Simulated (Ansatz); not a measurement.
# C5H8O2 (SMILES C=C(C)C(=O)OC): the electronic atomisation energy, rung by rung

The species is C5H8O2 (15 atoms), meant as a singlet with charge 0. SMILES: `C=C(C)C(=O)OC`. Geometry: relaxed at PBE0-D4/def2-TZVP. This is one conformer, not always the lowest.

Each level gives the electronic atomisation energy (eV). The values are calculated. Electronic energies at fixed atoms, without zero-point motion or spin-orbit coupling.

```csv
level,kind,program,value (eV),CPU time (all runs)
HF/6-31G* (spherical functions),Hartree–Fock,Ansatz,47.90,7.4 s
SVWN5/6-31G* (spherical functions),LDA,Ansatz,77.51,10 s
BLYP/6-31G* (spherical functions),GGA,Ansatz,66.44,16 s
BHLYP/6-31G* (spherical functions),global hybrid,Ansatz,63.87,20 s
CAM-B3LYP/6-31G* (spherical functions),range-separated hybrid,Ansatz,66.84,19 s
wB97X/6-31G* (spherical functions),range-separated hybrid,Ansatz,66.63,57 s
RPA@PBE/6-31G* (spherical functions),RPA,Ansatz,59.04,30 s
MP2/6-31G* (spherical functions),perturbation theory,Ansatz,62.40,9.5 s
```

The values span 47.90 to 77.51 eV. CPU times are rough (shared hosts, several kinds of processor): they show what a rung costs within a factor of a few.
